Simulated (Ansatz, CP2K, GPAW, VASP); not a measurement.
Ir: 4 runs at one level of theory

```
CELL_PARAMETERS angstrom
2.75138 0.00000 0.00000
-1.37569 2.38276 0.00000
0.00000 0.00000 4.46229
ATOMIC_POSITIONS crystal
Ir 0.33333 0.66667 0.25000
Ir 0.66667 0.33333 0.75000
```

This isn't the form of Ir at room conditions, which is fcc.

Alike in all runs: task band structure; functional LDA; k mesh 11 × 11 × 6; occupations fermi-dirac, width 0.05 eV; no spin polarisation; no spin-orbit coupling. LDA stands for any of its common fits. Pressure is positive in compression and, in plane waves, holds the error of the finite cutoff.

```json
{"program and potentials": "CP2K, GTH_POTENTIALS Ir GTH-PADE-q17; TZVP-MOLOPT-PBE-GTH basis", "plane-wave cutoff (eV)": "-", "notes": "atomic basis; 17 valence electrons an atom on average", "pressure (GPa)": "-26.99"}
{"program and potentials": "GPAW, the program's PAW data sets (release 1.2.1) made for this functional", "plane-wave cutoff (eV)": "600", "notes": "15 valence electrons an atom on average", "pressure (GPa)": "-19.58"}
{"program and potentials": "VASP, LDA PAW files Ir, 520 eV", "plane-wave cutoff (eV)": "520", "notes": "9 valence electrons an atom on average", "pressure (GPa)": "-15.78"}
{"program and potentials": "Ansatz, all-electron LAPW, scalar-relativistic", "plane-wave cutoff (eV)": "-", "notes": "-", "pressure (GPa)": "-17.79"}
```

The pressure spans -26.99 (CP2K, GTH_POTENTIALS Ir GTH-PADE-q17; TZVP-MOLOPT-PBE-GTH basis) to -15.78 GPa (VASP, LDA PAW files Ir, 520 eV), with all-electron results at -17.79. The cell lies far from this level's equilibrium. The pressure on the cell as given of CP2K, GTH_POTENTIALS Ir GTH-PADE-q17; TZVP-MOLOPT-PBE-GTH basis lies far from the others; the cause wasn't traced. Rows in atomic bases carry the error of their basis and grid, which can be large.

The functional is the same throughout but for its coding, so the spread measures potentials, basis and numerics; runs on potential files found faulty are left out.
